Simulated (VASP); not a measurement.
A run of VASP 6.6.1 is set up as follows.

File INCAR:

```
PREC     = Accurate       # precision mode
ENCUT    = 520            # plane-wave cutoff, eV
EDIFF    = 1E-7           # SCF threshold, eV
ISMEAR   = -1             # smearing method
SIGMA    = 0.05           # smearing width, eV
LREAL    = F              # projectors in reciprocal space
LASPH    = T              # aspherical terms in the spheres
NELM     = 80             # most SCF steps
ALGO     = Normal         # electronic algorithm
ISIF     = 2              # what is computed and relaxed
LWAVE    = F              # write WAVECAR
LCHARG   = F              # write CHGCAR
GGA      = PS             # functional
ICORELEVEL= 1
```

The input KPOINTS:

```
regular mesh
0
Gamma
  8 8 7
```

Contents of POSCAR:

```
PbO
1.0
    3.9900000000      0.0000000000      0.0000000000
    0.0000000000      3.9900000000      0.0000000000
    0.0000000000      0.0000000000      5.0100000000
Pb O
2 2
Direct
    0.0000000000      0.5000000000      0.2400000000
    0.5000000000      0.0000000000      0.7600000000
    0.0000000000      0.0000000000      0.0000000000
    0.5000000000      0.5000000000      0.0000000000
```

Potentials or basis: VASP PAW PBE potentials, release 64 (Pb_d, O).

Command:

```sh
$ cat potpaw_PBE.64/Pb_d/POTCAR potpaw_PBE.64/O/POTCAR > POTCAR
$ mpirun -np 1 vasp_std > vasp.out
```

Problem. Estimate the largest force.

Solution. 0.288 eV/Å.

Problem. Predict the band gap on the k mesh.

Solution. 1.10 eV, indirect (least direct gap 2.05 eV).

Problem. What does it give for the pressure?

Solution. -0.8 GPa.

Stress tensor (GPa, compression positive):
```
-0.70  0.00  0.00
 0.00 -0.70  0.00
 0.00  0.00 -1.09
```

Caveat: the PAW data sets were made with another functional, which shifts forces and pressure a little; spin-orbit coupling is left out, which as a rule narrows the gap of such compounds by several tenths of an eV; an odd mesh through Γ misses points on the zone boundary, where band edges often lie.
